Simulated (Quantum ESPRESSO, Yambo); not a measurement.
# BeTe (F-43m): changed settings of a GW run in Yambo

What do changed inputs do to GW on BeTe (F-43m)?

Calculated with Yambo 5.3.0; PBE and many-body steps on it, plane waves.

## (1) Starting point

It takes space group F-43m (No. 216, cubic). Conventional cell: a = 5.663 Å, b = 5.663 Å, c = 5.663 Å, α = 90.00°, β = 90.00°, γ = 90.00°. Nearest to Be lie 4 Te at 2.45 Å. Te has 4 Be at 2.45 Å nearest. Farther neighbours and most contacts between anions are not listed.

Structure file:

```
Be Te
1.0
     0.00000    2.83146    2.83146
     2.83146    0.00000    2.83146
     2.83146    2.83146    0.00000
Be Te
1 1
Direct
  0.00000 0.00000 0.00000
  0.75000 0.75000 0.75000
```

The cell and positions are those that the Materials Project relaxed with its own functionals (PBE, PBE+U or r2SCAN), kept fixed. Spin-orbit coupling is left out unless a step names it.

## (2) Base

This step: Yambo 5.3.0; G0W0 on PBE, plane waves, norm-conserving pseudopotentials.

Now the one-shot GW correction: screening in the RPA, then the self-energy of the levels asked for.

gw2.in

```
HF_and_locXC
gw0
dyson
ppa
em1d
rim_cut
RandQpts= 1000000
RandGvec= 1 RL
EXXRLvcs= 88 Ry
VXCRLvcs= 352 Ry
Chimod= "HARTREE"
% BndsRnXp
 1 | 232 |
%
NGsBlkXp= 17 Ry
% LongDrXp
 1 | 1 | 1 |
%
% GbndRnge
 1 | 232 |
%
DysSolver= "n"
ExtendOut
PPAPntXp= 27.21138 eV
% QPkrange
 1 | 1 | 13 | 16 |
 7 | 7 | 13 | 16 |
%
```

The run is started by

```console
$ OMP_NUM_THREADS=1 mpirun -n 4 yambo -F gw2.in -J gw2 -C gw2 > gw2.log
```

Log:

```text
 Yambo, version 5.3.0

 [02] CORE Variables Setup
 =========================

  [... cell, symmetries and grids as in the set-up ...]

  [02.05] Energies & Occupations
  ==============================

  [X] === General ===
  [X] Electronic Temperature                        :  0.000000  0.000000 [eV K]
  [X] Bosonic    Temperature                        :  0.000000  0.000000 [eV K]
  [X] Finite Temperature mode                       : no
  [X] El. density                                   :  0.61673E+24 [cm-3]
  [X] Fermi Level                                   :  8.438418 [eV]

  [X] === Gaps and Widths ===
  [X] Conduction Band Min                           :  2.026900 [eV]
  [X] Valence Band Max                              :  0.000000 [eV]
  [X] Filled Bands                                  :  14
  [X] Empty Bands                                   :    15   549
  [X] Direct Gap                                    :  3.644779 [eV]
  [X] Direct Gap localized at k                     :  1
  [X] Indirect Gap                                  :  2.026900 [eV]
  [X] Indirect Gap between kpts                     :   1   7
  [X] Last valence band width                       :  3.120670 [eV]
  [X] 1st conduction band width                     :  3.269928 [eV]

 [03] Transferred momenta grid and indexing
 ==========================================

 IBZ Q-points                                      :   8
 BZ  Q-points                                      :   64

 K/Q-points units:
 rlu = crystal or reduced units; cc = cartesian coordinates; iku = interal k-units

 Q [1]          [rlu]:  0.000000  0.000000  0.000000
 Q [2]          [rlu]:  0.54651E-16  0.26895E-16  0.25000
 Q [3]          [rlu]: -0.10930E-15 -0.53790E-16 -0.50000
 Q [4]          [rlu]:  0.45585E-17  0.25000      0.25000
 Q [5]          [rlu]:  0.71568E-16  0.25000      0.50000
 Q [6]          [rlu]:  0.40755E-16  0.25000     -0.25000
 Q [7]          [rlu]: -0.91171E-17 -0.50000     -0.50000
 Q [8]          [rlu]:  0.250000 -0.500000 -0.250000

 [04] Coloumb potential Random Integration (RIM)
 ===============================================

  [04.01] RIM initialization
  ==========================

  * Diagonal components only detected *

  8 x (sBL volume)        :  0.101203 [a.u.]
  sBZ random points       :  1000000
  Points outside the sBZ  :   7968281
  RL volume               :  0.809622 [a.u.]
  Integrated volume       :  0.812845 [a.u.]

  [04.02] RIM integrals
  =====================

  Gamma point sphere radius             :  0.084531 [a.u.]
  Points outside the sphere             :   800476
  [Int_sBZ(q=0) 1/q^2]*(Vol_sBZ)^(-1/3) =:  7.776341
                                 should be <:  7.795600

  Summary of Coulomb integrals for non-metallic bands |Q|[au] RIM/Bare

  Q [1] 0.100000E-4 0.997530 * Q [2] 0.254239 1.068480
  Q [4] 0.293569 1.066792 * Q [6] 0.415170 1.029814
  Q [5] 0.486830 1.022655 * Q [3] 0.508477 1.020683
  Q [7] 0.587139 1.017590 * Q [8] 0.656441 1.014612

 [WARNING] [Xp] User bands 1-232 break level degeneracy

 [05] Dipoles
 ============

  [05.01] Setup: observables and procedures
  =========================================

 [06] Dynamic Dielectric Matrix (PPA)
 ====================================

 [WR./gw2//ndb.pp]---------------------------------------------------------------
  Brillouin Zone Q/K grids (IBZ/BZ)                :    8   64    8   64
  RL vectors                                       :   5209 [WF]
  Coulomb cutoff potential                         : none
  Electronic Temperature                           :  0.000000 [K]
  Bosonic    Temperature                           :  0.000000 [K]
  PPA    diel. fun.  energies                      : Perdew, Burke & Ernzerhof(X)+Perdew, Burke & Ernzerhof(C)
  wavefunctions                                    : Perdew, Burke & Ernzerhof(X)+Perdew, Burke & Ernzerhof(C)
  Global Gauge                                     : length
  X matrix size                                    :   387
  X band range                                     :    1  232
  X e/h energy range                               : -1.000000 -1.000000 [eV]
  X Time ordering                                  : R
  X Hxc Kernel                                     : HARTREE
  X Drude frequency                                :  0.000000  0.000000
  X poles                                          :  100.0000 [o/o]
  RL vectors in the sum                            :   5209
  [r,Vnl] included                                 : yes
  Field direction                                  :  0.577350E-5  0.577350E-5  0.577350E-5
  BZ energy Double Grid                            : no
  BZ energy DbGd points                            : 0
  BZ Q point size factor                           : -1.000000
  X Optical Averaged directions                    : none

 [07] Local Exchange-Correlation + Non-Local Fock
 ================================================

 [VXC] Plane waves :   34327
 [EXS] Plane waves :   4285

 QP @ state[ 1 ] K range:  1  1
 QP @ state[ 1 ] b range:  13  16
 QP @ state[ 2 ] K range:   7   7
 QP @ state[ 2 ] b range:  13  16

 [xc] Functional : Perdew, Burke & Ernzerhof(X)+Perdew, Burke & Ernzerhof(C)
 [xc] LIBXC used to calculate xc functional
  PP Number of Atomic Species                      :  2
  NLCC RL compoments                               :   34327
  PP Number of Atomic Species                      :  2
  NLCC RL compoments                               :   34327

 [xc] E_xc :  -22.86069 [Ha]
      E_xc :  -45.72138 [Ry]

  Local XC kind (lXC) : Perdew, Burke & Ernzerhof(X)+Perdew, Burke & Ernzerhof(C)
  Non-Local XC kind (nlXC) : Hartree-Fock

  Corrections @ K [1] :  [eV]
 <13|nlXC|13> = -15.11879 -0.19505E-17 <13|lXC|13> = -13.37049 -0.23606E-16
 <14|nlXC|14> = -15.11868 -0.53456E-17 <14|lXC|14> = -13.37049  0.18882E-15
 <15|nlXC|15> = -5.917808 -0.22010E-17 <15|lXC|15> = -10.43562  0.94414E-16
 <16|nlXC|16> = -5.917764  0.21845E-17 <16|lXC|16> = -10.43562 -0.18882E-15

  Corrections @ K [7] :  [eV]
 <13|nlXC|13> = -14.62236 -0.11660E-16 <13|lXC|13> = -11.87648  0.23409E-19
 <14|nlXC|14> = -14.62233  0.54921E-17 <14|lXC|14> = -11.87648  0.25333E-20
 <15|nlXC|15> = -5.120957 -0.21074E-17 <15|lXC|15> = -8.959032  0.10031E-15
 <16|nlXC|16> = -5.810336  0.63953E-18 <16|lXC|16> = -9.791950  0.94444E-16

 [08] Dyson equation: Newton solver
 ==================================

  [08.01] G0W0 (W PPA)
  ====================

  [  GW  ] Bands range     :    1  232
  [GW/PPA] G damping       :  0.100000 [eV]

  QP @ state[ 1 ] K range:  1  1
  QP @ state[ 1 ] b range:  13  16
  QP @ state[ 2 ] K range:   7   7
  QP @ state[ 2 ] b range:  13  16

   Sc/G bands                                       :    1  232
   Sc/G damping                                     :  0.100000 ev
   Sc bands terminator                              : no
   Sx RL components                                 :   4285

   QP @ state[ 1 ] K range                          :  1  1
   QP @ state[ 1 ] b range                          :  13  16
   QP @ state[ 2 ] K range                          :   7   7
   QP @ state[ 2 ] b range                          :  13  16
   GF energies kind                                 : Perdew, Burke & Ernzerhof(X)+Perdew, Burke & Ernzerhof(C)
   GF WF`s kind                                     : Perdew, Burke & Ernzerhof(X)+Perdew, Burke & Ernzerhof(C)
   Xs energies kind                                 : Perdew, Burke & Ernzerhof(X)+Perdew, Burke & Ernzerhof(C)
   Xs WF`s kind                                     : Perdew, Burke & Ernzerhof(X)+Perdew, Burke & Ernzerhof(C)

 [11] Game Over & Game summary
```

Wall time 6 min (4 MPI ranks of Arm Neoverse V1, shared host); peak memory 2.1 GiB; 24 min of CPU time.

Numbers from this step:

```
G0W0 gap on the points computed              : 2.895 eV
starting gap on the mesh                     : 2.027 eV
k of the valence top                         : 0, 0, 0
k of the conduction bottom                   : 0, -0.5, -0.5
least direct G0W0 gap on the computed points : 4.748 eV
Z at the valence top                         : 0.8045
Z at the conduction bottom                   : 0.8171
```

The gap on the mesh goes from 2.03 eV to 2.90 eV, a correction of +0.87 eV.

## (3) Core charge in Vxc

gw6.in, as its differences from gw2.in of step 2:

```diff
@@ -28 +28,2 @@
 %
+UseNLCC
```

The run is started by

```console
$ OMP_NUM_THREADS=1 mpirun -n 4 yambo -F gw6.in -J gw6,gw2_W -C gw6 > gw6.log
```

Log:

```text
 Yambo, version 5.3.0

 [02] CORE Variables Setup
 =========================

  [... cell, symmetries and grids as in the set-up ...]

  [02.05] Energies & Occupations
  ==============================

  [X] === General ===
  [X] Electronic Temperature                        :  0.000000  0.000000 [eV K]
  [X] Bosonic    Temperature                        :  0.000000  0.000000 [eV K]
  [X] Finite Temperature mode                       : no
  [X] El. density                                   :  0.61673E+24 [cm-3]
  [X] Fermi Level                                   :  8.438418 [eV]

  [X] === Gaps and Widths ===
  [X] Conduction Band Min                           :  2.026900 [eV]
  [X] Valence Band Max                              :  0.000000 [eV]
  [X] Filled Bands                                  :  14
  [X] Empty Bands                                   :    15   549
  [X] Direct Gap                                    :  3.644779 [eV]
  [X] Direct Gap localized at k                     :  1
  [X] Indirect Gap                                  :  2.026900 [eV]
  [X] Indirect Gap between kpts                     :   1   7
  [X] Last valence band width                       :  3.120670 [eV]
  [X] 1st conduction band width                     :  3.269928 [eV]

 [03] Transferred momenta grid and indexing
 ==========================================

 IBZ Q-points                                      :   8
 BZ  Q-points                                      :   64

 K/Q-points units:
 rlu = crystal or reduced units; cc = cartesian coordinates; iku = interal k-units

 Q [1]          [rlu]:  0.000000  0.000000  0.000000
 Q [2]          [rlu]:  0.54651E-16  0.26895E-16  0.25000
 Q [3]          [rlu]: -0.10930E-15 -0.53790E-16 -0.50000
[...]
Q [7]          [rlu]: -0.91171E-17 -0.50000     -0.50000
 Q [8]          [rlu]:  0.250000 -0.500000 -0.250000

 [04] Coloumb potential Random Integration (RIM)
 ===============================================

 Summary of Coulomb integrals for non-metallic bands |Q|[au] RIM/Bare

 Q [1] 0.100000E-4 0.997530 * Q [2] 0.254239 1.068480
 Q [4] 0.293569 1.066792 * Q [6] 0.415170 1.029814
 Q [5] 0.486830 1.022655 * Q [3] 0.508477 1.020683
 Q [7] 0.587139 1.017590 * Q [8] 0.656441 1.014612

 [WARNING] [Xp] User bands 1-232 break level degeneracy

 [05] Dipoles
 ============

  [05.01] Setup: observables and procedures
  =========================================

 [06] Dynamic Dielectric Matrix (PPA)
 ====================================

   Sc/G bands                                       :    1  232
   Sc/G damping                                     :  0.100000 ev
   Sc bands terminator                              : no
   Sx RL components                                 :   4285

   QP @ state[ 1 ] K range                          :  1  1
   QP @ state[ 1 ] b range                          :  13  16
   QP @ state[ 2 ] K range                          :   7   7
   QP @ state[ 2 ] b range                          :  13  16
   GF energies kind                                 : Perdew, Burke & Ernzerhof(X)+Perdew, Burke & Ernzerhof(C)
   GF WF`s kind                                     : Perdew, Burke & Ernzerhof(X)+Perdew, Burke & Ernzerhof(C)
   Xs energies kind                                 : Perdew, Burke & Ernzerhof(X)+Perdew, Burke & Ernzerhof(C)
   Xs WF`s kind                                     : Perdew, Burke & Ernzerhof(X)+Perdew, Burke & Ernzerhof(C)

 [11] Game Over & Game summary
```

The job ended after 2.6 min (4 MPI ranks; peak memory 1.9 GiB; 11 min of CPU time).

This step gave:

```yaml
g0w0_gap_on_the_points_computed: 2.654 eV
starting_gap_on_the_mesh: 2.027 eV
k_of_the_valence_top: 0, 0, 0
k_of_the_conduction_bottom: 0, -0.5, -0.5
least_direct_g0w0_gap_on_the_computed_points: 4.467 eV
z_at_the_valence_top: 0.8045
z_at_the_conduction_bottom: 0.8171
```

Against G0W0 in Yambo (4×4×4 mesh, 232 bands, screening to 231.3 eV, Godby-Needs plasmon pole), the gap moves by −0.241 eV.

[end of part 1 of 2]

[Paths, hosts, dates, memory and timing lines, banners, echoed tables and standing remarks are left out of the program output.]

[Logs are printed without paths, hosts, clocks, repeated set-up lines and the standing remarks that a program may print on its own settings, such as how far it seeks lower states.]

[Runs of the session that timed out or met a known fault of the program may be left out.]

[Hosts, paths, dates, database ids (printed as entryN), source tags and the programs' standing remarks are cut or masked in the printed files.]
